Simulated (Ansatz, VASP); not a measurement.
**GaAs: VASP beside Ansatz**

```
CELL_PARAMETERS angstrom
0.00000 2.85412 2.85412
2.85412 0.00000 2.85412
2.85412 2.85412 0.00000
ATOMIC_POSITIONS crystal
Ga 0.00000 0.00000 0.00000
As 0.75000 0.75000 0.75000
```

Alike in both runs: task single point; functional revPBE; k mesh 8 × 8 × 8; occupations gaussian, width 0.05 eV; no spin polarisation.

```csv
,VASP,Ansatz
version,VASP 6.6.1,Ansatz 0.2.0
potentials or method,"VASP PAW PBE potentials, release 64 (Ga_d, As)","scalar-relativistic, plane waves, PAW"
plane-wave cutoff (eV),520,420
valence electrons in the cell,18,28
```

VASP gave:

| Quantity | Value |
| --- | --- |
| gap on the k mesh at the Fermi level (eV) | 0.40 |
| least direct gap on the mesh (eV) | 0.40 |
| pressure (GPa) | 2.7 |

What did Ansatz give for the same quantities?

gap on the k mesh at the Fermi level (eV): 0.39; least direct gap on the mesh (eV): 0.39; pressure (GPa): 2.6.

With one functional, cell and mesh, what is left measures potentials, basis and numerics. The two sets of potentials don't hold the same shells in valence.

Caveats: the PAW data sets were made with another functional, which shifts forces and pressure a little (VASP).
